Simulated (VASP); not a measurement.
# ZnS (P6_3mc) in VASP: a series of runs

Aim: see how the results for ZnS move with the level of theory and the settings. Levels: RPBE+D3(BJ), BLYP+D3(BJ). Tasks: single point.

Everything below comes from runs of VASP 6.6.1. Logs are shortened: lines on timing, memory, paths and dates and some standing lists are left out, and cuts for length are marked.

**The experiment to reproduce.**

A printed reference work, monograph reports, for a bulk crystal of ZnS at 4 K: band gap 3.911 eV (direct).

The results are compared with them further down.

## (1) The cell of the first run

The structure is hexagonal, space group P6_3mc (No. 186). Conventional cell: a = 3.837 Å, b = 3.837 Å, c = 18.814 Å, α = 90.00°, β = 90.00°, γ = 120.00°. Zn (site symmetry 3m) has 4 S at 2.35 Å within 3.1 Å. Within 3.1 Å of Zn (site symmetry 3m) lie 4 S at 2.35 Å. Within 3.1 Å of Zn (site symmetry 3m) lie 4 S at 2.35 Å. S (site symmetry 3m) has 4 Zn at 2.35 Å within 3.1 Å. Within 3.1 Å of S (site symmetry 3m) lie 4 Zn at 2.35 Å. Within 3.1 Å of S (site symmetry 3m) lie 4 Zn at 2.35 Å.

## (2) Single point, RPBE+D3(BJ)

INCAR reads:

```
PREC = Accurate
ENCUT = 520
EDIFF = 1E-6
ISMEAR = -1
SIGMA = 0.05
LREAL = False
LASPH = True
NELM = 80
ALGO = Normal
ISIF = 2
LWAVE = False
LCHARG = False
GGA = RP
IVDW = 12
NBANDS = 66
```

KPOINTS reads:

```
regular mesh
0
Gamma
  8 8 2
```

POSCAR reads:

```
ZnS
1.0
    3.8372457688      0.0000000000      0.0000000000
   -1.9186228844      3.3231523164      0.0000000000
    0.0000000000      0.0000000000     18.8137683755
Zn S
6 6
Direct
    0.3333333333      0.6666666667      0.8333300000
    0.6666666667      0.3333333333      0.3333300000
    0.6666666667      0.3333333333      0.6666700000
    0.3333333333      0.6666666667      0.1666700000
    0.0000000000      0.0000000000      0.5000000000
    0.0000000000      0.0000000000      0.0000000000
    0.3333333333      0.6666666667      0.9583300000
    0.6666666667      0.3333333333      0.4583300000
    0.6666666667      0.3333333333      0.7916700000
    0.3333333333      0.6666666667      0.2916700000
    0.0000000000      0.0000000000      0.6250000000
    0.0000000000      0.0000000000      0.1250000000
```

Potentials or basis: VASP PAW PBE potentials, release 64 (Zn, S).

Started as:

```
> cat potpaw_PBE.64/Zn/POTCAR potpaw_PBE.64/S/POTCAR > POTCAR
> mpirun -np 1 vasp_std > vasp.out
```

OUTCAR:

```text
PREC = Accurate
   ENCUT = 520
   EDIFF = 1E-6
   ISMEAR = -1
   LREAL = False
   LASPH = True
   NELM = 80
   ISIF = 2
   GGA = RP
   IVDW = 12
 IVDW          = 12

 ion  position               nearest neighbor table
   1  0.333  0.667  0.833-   9 2.35   9 2.35   9 2.35   7 2.35
   2  0.667  0.333  0.333-  10 2.35  10 2.35  10 2.35   8 2.35
   3  0.667  0.333  0.667-  11 2.35  11 2.35  11 2.35   9 2.35
   4  0.333  0.667  0.167-  12 2.35  12 2.35  12 2.35  10 2.35
   5  0.000  0.000  0.500-   8 2.35   8 2.35   8 2.35  11 2.35
   6  0.000  0.000  0.000-   7 2.35   7 2.35   7 2.35  12 2.35
   7  0.333  0.667  0.958-   6 2.35   6 2.35   6 2.35   1 2.35
   8  0.667  0.333  0.458-   5 2.35   5 2.35   5 2.35   2 2.35
   9  0.667  0.333  0.792-   1 2.35   1 2.35   1 2.35   3 2.35
  10  0.333  0.667  0.292-   2 2.35   2 2.35   2 2.35   4 2.35
  11  0.000  0.000  0.625-   3 2.35   3 2.35   3 2.35   5 2.35
  12  0.000  0.000  0.125-   4 2.35   4 2.35   4 2.35   6 2.35

  LATTYP: Found a hexagonal cell.
 ALAT       =     3.8372457688
 C/A-ratio  =     4.9029354670

  Lattice vectors:

 A1 = (   3.8372457688,   0.0000000000,   0.0000000000)
 A2 = (  -1.9186228844,   3.3231523164,   0.0000000000)
 A3 = (   0.0000000000,   0.0000000000,  18.8137683755)

Analysis of symmetry for initial positions (statically):
=====================================================================
 Subroutine PRICEL returns:
 Original cell was already a primitive cell.

 Routine SETGRP: Setting up the symmetry group for a
 hexagonal supercell.

 Subroutine GETGRP returns: Found 12 space group operations
 (whereof  6 operations were pure point group operations)
 out of a pool of 24 trial point group operations.

The static configuration has the point symmetry C_3v.
 The point group associated with its full space group is C_6v.

Analysis of symmetry for dynamics (positions and initial velocities):
=====================================================================
 Subroutine PRICEL returns:
 Original cell was already a primitive cell.

 Routine SETGRP: Setting up the symmetry group for a
 hexagonal supercell.

 Subroutine GETGRP returns: Found 12 space group operations
 (whereof  6 operations were pure point group operations)
 out of a pool of 24 trial point group operations.

The dynamic configuration has the point symmetry C_3v.
 The point group associated with its full space group is C_6v.

 Subroutine INISYM returns: Found 12 space group operations
 (whereof  6 operations are pure point group operations),
 and found     1 'primitive' translations

----------------------------------------------------------------------------------------

                                     Primitive cell

  volume of cell :     239.9085

  direct lattice vectors                    reciprocal lattice vectors
     3.837245769  0.000000000  0.000000000     0.260603584  0.150459549  0.000000000
    -1.918622884  3.323152316  0.000000000     0.000000000  0.300919099  0.000000000
     0.000000000  0.000000000 18.813768376     0.000000000  0.000000000  0.053152563

  length of vectors
     3.837245769  3.837245769 18.813768376     0.300919099  0.300919099  0.053152563

  position of ions in fractional coordinates (direct lattice)
     0.333333333  0.666666667  0.833330000
     0.666666667  0.333333333  0.333330000
     0.666666667  0.333333333  0.666670000
     0.333333333  0.666666667  0.166670000
     0.000000000  0.000000000  0.500000000
     0.000000000  0.000000000  0.000000000
     0.333333333  0.666666667  0.958330000
     0.666666667  0.333333333  0.458330000
     0.666666667  0.333333333  0.791670000
     0.333333333  0.666666667  0.291670000
     0.000000000  0.000000000  0.625000000
     0.000000000  0.000000000  0.125000000

  ion indices of the primitive-cell ions
   primitive index   ion index
                 1           1
                 2           2
                 3           3
                 4           4
                 5           5
                 6           6
                 7           7
                 8           8
                 9           9
                10          10
                11          11
                12          12

----------------------------------------------------------------------------------------

 KPOINTS: regular mesh

Automatic generation of k-mesh.
 Grid dimensions read from file:
 generate k-points for:    8    8    2

 Generating k-lattice:

  Cartesian coordinates                     Fractional coordinates (reciprocal lattice)
     0.032575448  0.018807444  0.000000000     0.125000000  0.000000000  0.000000000
     0.000000000  0.037614887  0.000000000     0.000000000  0.125000000  0.000000000
     0.000000000  0.000000000  0.026576281     0.000000000  0.000000000  0.500000000

  Length of vectors
     0.037614887  0.037614887  0.026576281

  Shift w.r.t. Gamma in fractional coordinates (k-lattice)
     0.000000000  0.000000000  0.000000000

 Subroutine IBZKPT returns following result:
 ===========================================

 Found     20 irreducible k-points:

 Following reciprocal coordinates:
            Coordinates               Weight
  0.000000  0.000000  0.000000      1.000000
  0.125000  0.000000  0.000000      6.000000
  0.250000  0.000000  0.000000      6.000000
  0.375000  0.000000  0.000000      6.000000
  0.500000  0.000000  0.000000      3.000000
  0.125000  0.125000  0.000000      6.000000
[... 12 lines left out ...]
  0.250000  0.250000  0.500000      6.000000
  0.375000  0.250000  0.500000      6.000000
   k-points           NKPTS =     20   k-points in BZ     NKDIM =     20   number of bands    NBANDS=     66
   number of dos      NEDOS =    301   number of ions     NIONS =     12
   total plane-waves  NPLWV = 126000
   dimension x,y,z NGX =    30 NGY =   30 NGZ =  140
   dimension x,y,z NGXF=    60 NGYF=   60 NGZF=  280
   ions per type =               6   6
   NGX,Y,Z   is equivalent  to a cutoff of  13.00, 13.00, 12.37 a.u.
   NGXF,Y,Z  is equivalent  to a cutoff of  25.99, 25.99, 24.74 a.u.
 SYSTEM =  unknown system
   PREC   = accura    normal or accurate (medium, high low for compatibility)
   ISTART =      0    job   : 0-new  1-cont  2-samecut
   ICHARG =      2    charge: 1-file 2-atom 10-const
   ISPIN  =      1    spin polarized calculation?
   LNONCOLLINEAR =      F non collinear calculations
   LSORBIT =      F    spin-orbit coupling
   LASPH  =      T    aspherical Exc in radial PAW
   ENCUT  =  520.0 eV  38.22 Ry    6.18 a.u.   7.13  7.13 34.98*2*pi/ulx,y,z
   NELM   =     80;   NELMIN=  2; NELMDL= -5     # of ELM steps
   EDIFF  = 0.1E-05   stopping-criterion for ELM
   LREAL  =      F    real-space projection
   EDIFFG = 0.1E-04   stopping-criterion for IOM
   NSW    =      0    number of steps for IOM
   IBRION =     -1    ionic relax: 0-MD 1-quasi-New 2-CG
   NFREE  =      0    steps in history (QN), initial steepest desc. (CG)
   ISIF   =      2    stress and relaxation
   ISYM   =      2    0-nonsym 1-usesym 2-fastsym
   POTIM  = 0.5000    time-step for ionic-motion
   TEBEG  =    0.0;   TEEND  =   0.0 temperature during run
   PSTRESS=    0.0 pullay stress
   NELECT =     108.0000    total number of electrons
   NUPDOWN=      -1.0000    fix difference up-down
   EMIN   =  10.00;   EMAX   =-10.00  energy-range for DOS
   EFERMI =   0.00;   METHOD = LEGACY
   ISMEAR =    -1;   SIGMA  =   0.05  broadening in eV -4-tet -1-fermi 0-gaus
   EFERMI_NEDOS =   21; number of points for ismear=-14 and -15
   IALGO  =     38    algorithm
   IMIX   =      4    mixing-type and parameters
     AMIX     =   0.40;   BMIX     =  1.00
     AMIX_MAG =   1.60;   BMIX_MAG =  1.00
  volume/ion in A,a.u.               =      19.99       134.92
  Fermi-wavevector in a.u.,A,eV,Ry     =   1.254684  2.371008 21.418710  1.574231
  Thomas-Fermi vector in A             =   2.388477
   LORBIT       =      0    0 simple, 1 ext, 2 COOP (PROOUT), +10 PAW based schemes
   GGA     = RP    functional components
   LHFCALC =     F    Hartree Fock is set to
   AEXX    =    0.0000 exact exchange contribution
   IVDW    =    12    specifies the selected vdW correction
   LEPSILON=     F    determine dielectric tensor
   LRPA    =     F    only Hartree local field effects (RPA)
 non-spin polarized calculation
  energy-cutoff  :      520.00
  volume of cell :      239.91
 maximum number of plane-waves:      6502
 NGX is ok and might be reduce to    30
   NGX = 15   NGY = 15   NGZ = 69

 number of electron     108.0000070 magnetization

 Free energy of the ion-electron system (eV)
  ---------------------------------------------------
  ext. energy  EPLUGINS =         0.00000000
  ---------------------------------------------------
  free energy    TOTEN  =       -37.10878384 eV

  energy without entropy =      -37.10878384  energy(sigma->0) =      -37.10878384

 E-fermi :   3.1575     XC(G=0):  -9.3421

 val. band max:        2.1015723517   @ k =   0.0000   0.0000   0.0000
 cond. band min:       4.3492893128   @ k =   0.0000   0.0000   0.0000
 fundamental gap:      2.2477169611
 Fermi energy:         3.1575164533

 k-point     1 :       0.0000    0.0000    0.0000
  band No.  band energies     occupation
      1     -10.9374      2.00000
      2     -10.7451      2.00000
      3     -10.7366      2.00000
      4     -10.3022      2.00000
      5     -10.2933      2.00000
      6     -10.0433      2.00000
[... 58 lines left out ...]
     65       8.6228      0.00000
     66       8.7473      0.00000

 k-point     2 :       0.1250    0.0000    0.0000
  band No.  band energies     occupation
      1     -10.8366      2.00000
      2     -10.6525      2.00000
      3     -10.6439      2.00000
      4     -10.2315      2.00000
      5     -10.2226      2.00000
      6      -9.9880      2.00000
[... 58 lines left out ...]
     65       8.7844      0.00000
     66       8.8024      0.00000

 k-point     3 :       0.2500    0.0000    0.0000
  band No.  band energies     occupation
      1     -10.5667      2.00000
      2     -10.4090      2.00000
      3     -10.4004      2.00000
      4     -10.0567      2.00000
      5     -10.0483      2.00000
      6      -9.8597      2.00000
[... 1162 lines left out ...]
     65       8.7066      0.00000
     66       8.7066      0.00000

 k-point    20 :       0.3750    0.2500    0.5000
  band No.  band energies     occupation
      1      -9.8912      2.00000
      2      -9.8912      2.00000
      3      -9.8316      2.00000
      4      -9.8316      2.00000
      5      -9.7756      2.00000
      6      -9.7756      2.00000
[... 58 lines left out ...]
     65       8.8343      0.00000
     66       8.8343      0.00000

------------------------ aborting loop because EDIFF is reached ----------------------------------------

 Edisp (eV)  -13.15059

 E8    (eV) :    -7.5053

  FORCE on cell =-STRESS in cart. coord.  units (eV):
  Direction    XX          YY          ZZ          XY          YZ          ZX
  --------------------------------------------------------------------------------------
  -------------------------------------------------------------------------------------
  Total      -9.82257    -9.82257    -9.92747     0.00000     0.00000     0.00000
  in kB     -65.59794   -65.59794   -66.29848     0.00000     0.00000     0.00000
  external pressure =      -65.83 kB  Pullay stress =        0.00 kB

 VOLUME and BASIS-vectors are now :
 -----------------------------------------------------------------------------
  energy-cutoff  :      520.00
  volume of cell :      239.91
      direct lattice vectors                 reciprocal lattice vectors
     3.837245769  0.000000000  0.000000000     0.260603584  0.150459549  0.000000000
    -1.918622884  3.323152316  0.000000000     0.000000000  0.300919099  0.000000000
     0.000000000  0.000000000 18.813768376     0.000000000  0.000000000  0.053152563

 POSITION                                       TOTAL-FORCE (eV/Angst)
 -----------------------------------------------------------------------------------
     -0.00000      2.21543     15.67808        -0.000000     -0.000000     -0.000711
      1.91862      1.10772      6.27119         0.000000      0.000000     -0.000711
      1.91862      1.10772     12.54257         0.000000     -0.000000     -0.005141
     -0.00000      2.21543      3.13569        -0.000000      0.000000     -0.005141
      0.00000      0.00000      9.40688        -0.000000     -0.000000     -0.001108
      0.00000      0.00000      0.00000         0.000000      0.000000     -0.001108
     -0.00000      2.21543     18.02980         0.000000      0.000000     -0.010262
      1.91862      1.10772      8.62291        -0.000000      0.000000     -0.010262
      1.91862      1.10772     14.89430        -0.000000      0.000000     -0.005718
     -0.00000      2.21543      5.48741         0.000000     -0.000000     -0.005718
      0.00000      0.00000     11.75861         0.000000     -0.000000      0.022940
      0.00000      0.00000      2.35172        -0.000000      0.000000      0.022940
 -----------------------------------------------------------------------------------
    total drift:                               -0.000001     -0.000001     -0.000801

  FREE ENERGIE OF THE ION-ELECTRON SYSTEM (eV)
  ---------------------------------------------------
  free  energy   TOTEN  =       -50.2593735905 eV

  energy  without entropy=      -50.2593735904  energy(sigma->0) =      -50.25937359
```

Run time: 12 min. Hardware: 1 thread of Intel Xeon Platinum 8259CL at 2.50GHz (Skylake/Cascade Lake), shared host; peak memory 0.48 GiB.

Results:

* Free energy: -50.2594 eV
* Pressure: -6.6 GPa
* Largest force: 0.023 eV/Å
* Band gap on the k mesh: 2.25 eV
* Dispersion energy per atom: -1.096 eV

Forces on the atoms (eV/Å):
```
Zn   0.000  0.000 -0.001
Zn   0.000  0.000 -0.001
Zn   0.000  0.000 -0.005
Zn   0.000  0.000 -0.005
Zn   0.000  0.000 -0.001
Zn   0.000  0.000 -0.001
S    0.000  0.000 -0.010
S    0.000  0.000 -0.010
S    0.000  0.000 -0.006
S    0.000  0.000 -0.006
S    0.000  0.000  0.023
S    0.000  0.000  0.023
```

Levels at points of the mesh, in eV from the valence-band top:
```tsv
k point	band 52	band 53	band 54	band 55	band 56	band 57
(0.00, 0.00, 0.00)	-0.02	0.00	0.00	2.25	3.28	3.34
(0.50, 0.00, 0.00)	-1.21	-1.05	-0.85	3.54	3.71	3.76
(0.00, 0.00, 0.50)	-0.07	-0.07	-0.07	2.71	2.71	3.36
(0.50, 0.00, 0.50)	-1.17	-0.95	-0.95	3.50	3.50	3.97
```

Caveat: the cell stands under tension; the dispersion term is far too large for a dense solid, which distorts pressure and volume; the PAW data sets were made with another functional, which shifts forces and pressure a little.

## (3) Single point, BLYP+D3(BJ)

This run uses another cell than the first one, of 19.60 Å³/atom.

INCAR reads:

```
PREC = Accurate ; ENCUT = 520
EDIFF = 1E-6 ; ISMEAR = -1
SIGMA = 0.05 ; LREAL = F
LASPH = T ; NELM = 60
ALGO = Normal ; ISIF = 2
LWAVE = F ; LCHARG = F
GGA = B5 ; ALDAX = 1.0
AGGAX = 1.0 ; AGGAC = 1.0
ALDAC = 0.0 ; IVDW = 12
VDW_S6 = 1.0 ; VDW_S8 = 2.6996
VDW_A1 = 0.4298 ; VDW_A2 = 4.2359
NBANDS = 66
```

KPOINTS is that of step 2.

Edit POSCAR of step 2 so:

```diff
@@ -2,5 +2,5 @@
 1.0
-    3.8372457688      0.0000000000      0.0000000000
-   -1.9186228844      3.3231523164      0.0000000000
-    0.0000000000      0.0000000000     18.8137683755
+    3.8120000000      0.0000000000      0.0000000000
+   -1.9060000000      3.3012888392      0.0000000000
+    0.0000000000      0.0000000000     18.6899900000
 Zn S
```

Potentials or basis: VASP PAW PBE potentials, release 64 (Zn, S).

Started as:

```
> cat potpaw_PBE.64/Zn/POTCAR potpaw_PBE.64/S/POTCAR > POTCAR
> mpirun -np 1 vasp_std > vasp.out
```

Run time: 6.2 min. Hardware: 1 thread of Intel Xeon Platinum 8259CL at 2.50GHz (Skylake/Cascade Lake), shared host; peak memory 0.44 GiB.

The run converged. Its results:

```yaml
Free_energy: -42.6678 eV
Pressure: -0.1 GPa
Largest_force: 0.048 eV/Å
Band_gap_on_the_k_mesh: 2.18 eV
Dispersion_energy_per_atom: -0.672 eV
```

Forces in eV/Å, atoms in the order of the input:
```
Zn   0.000  0.000  0.002
Zn   0.000  0.000  0.002
Zn   0.000  0.000  0.033
Zn   0.000  0.000  0.033
Zn   0.000  0.000 -0.006
Zn   0.000  0.000 -0.006
S    0.000  0.000 -0.048
S    0.000  0.000 -0.048
S    0.000  0.000 -0.007
S    0.000  0.000 -0.007
S    0.000  0.000  0.025
S    0.000  0.000  0.025
```

Stress tensor (GPa, compression positive):
```
-0.18  0.00  0.00
 0.00 -0.18  0.00
 0.00  0.00 -0.03
```

Levels at points of the mesh, in eV from the valence-band top:
```csv
k point,band 50,band 51,band 52,band 53,band 54,band 55,band 56,band 57,band 58,band 59
"(0.00, 0.00, 0.00)",-0.24,-0.24,-0.02,0.00,0.00,2.18,3.23,3.28,3.36,3.37
"(0.50, 0.00, 0.00)",-1.47,-1.25,-1.25,-1.08,-0.87,3.48,3.64,3.72,3.96,4.12
"(0.00, 0.00, 0.50)",-0.47,-0.07,-0.07,-0.07,-0.07,2.65,2.65,3.30,3.30,3.55
"(0.50, 0.00, 0.50)",-1.59,-1.20,-1.20,-0.98,-0.98,3.44,3.44,3.92,3.92,4.23
```

Caveat: the PAW data sets were made with another functional, which shifts forces and pressure a little.

## (4) Against experiment

Step 3. Measured gap of ZnS: 3.911 eV (direct; 4 K; a printed reference work, monograph). This calculation gives 2.18 eV (-1.73 eV). The value is that of BLYP+D3(BJ) on a finite k mesh, which can miss the band edges, without temperature or zero-point motion. Semilocal functionals fall short of measured gaps as a rule.
